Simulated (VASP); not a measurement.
Wanted: the native input for a VASP 6.6.1 run.

```yaml
Task: relaxation of cell and atoms
Functional: PBEsol
Potentials_or_basis: VASP PAW PBE potentials, release 64 (Zn, Se)
Cutoff: 600 eV
k_mesh: 8 × 8 × 8
Occupations: gaussian, width 0.03 eV
Spin: no spin polarisation
Further_INCAR_settings: ALGO = Normal; EDIFF = 1e-06; IBRION = 2; EDIFFG = -0.01; NSW = 90; ISIF = 3
```

The structure of ZnSe lies in POSCAR:

```
ZnSe
1.0
    0.0000000000      2.8338000000      2.8338000000
    2.8338000000      0.0000000000      2.8338000000
    2.8338000000      2.8338000000      0.0000000000
Zn Se
1 1
Direct
    0.0000000000      0.0000000000      0.0000000000
    0.2500000000      0.2500000000      0.2500000000
```

These files were run (other wordings do the same):

INCAR

```
SYSTEM = ZnSe
PREC     = Accurate       ! precision mode
ENCUT    = 600            ! plane-wave cutoff, eV
EDIFF    = 1E-6           ! SCF threshold, eV
ISMEAR   = 0              ! smearing method
SIGMA    = 0.03           ! smearing width, eV
LREAL    = .False.        ! projectors in reciprocal space
LASPH    = .True.         ! aspherical terms in the spheres
NELM     = 80             ! most SCF steps
ALGO     = Normal         ! electronic algorithm
ISIF     = 3              ! what is computed and relaxed
LWAVE    = .False.        ! write WAVECAR
LCHARG   = .False.        ! write CHGCAR
GGA      = PS             ! functional
IBRION   = 2              ! ionic algorithm
NSW      = 90             ! ionic steps
EDIFFG   = -0.01          ! ionic threshold
```

KPOINTS

```
regular mesh
0
Gamma
  8 8 8
  0 0 0
```

Potentials or basis: VASP PAW PBE potentials, release 64 (Zn, Se).

Run with:

```console
$ cat potpaw_PBE.64/Zn/POTCAR potpaw_PBE.64/Se/POTCAR > POTCAR
$ mpirun -np 1 vasp_std > vasp.out
```

Results of the run:

* Relaxed volume: 22.44 Å³/atom
* Relaxed cell: a = 3.989 Å, b = 3.989 Å, c = 3.989 Å, α = 60.00°, β = 60.00°, γ = 60.00°
* Space group after relaxing (to 0.05 Å): F-43m (No. 216)
* Energy gained by relaxing: 0.9 meV/atom
* Ionic steps: 3
* Pressure after relaxing: 0.0 GPa
* Band gap on the k mesh: 1.23 eV, direct

Caveat: the PAW data sets were made with another functional, which shifts forces and pressure a little.

Run time: 45 s on 1 thread of AMD EPYC 7R13 Processor (Zen 3), with other jobs on the host, peak memory 0.17 GiB.
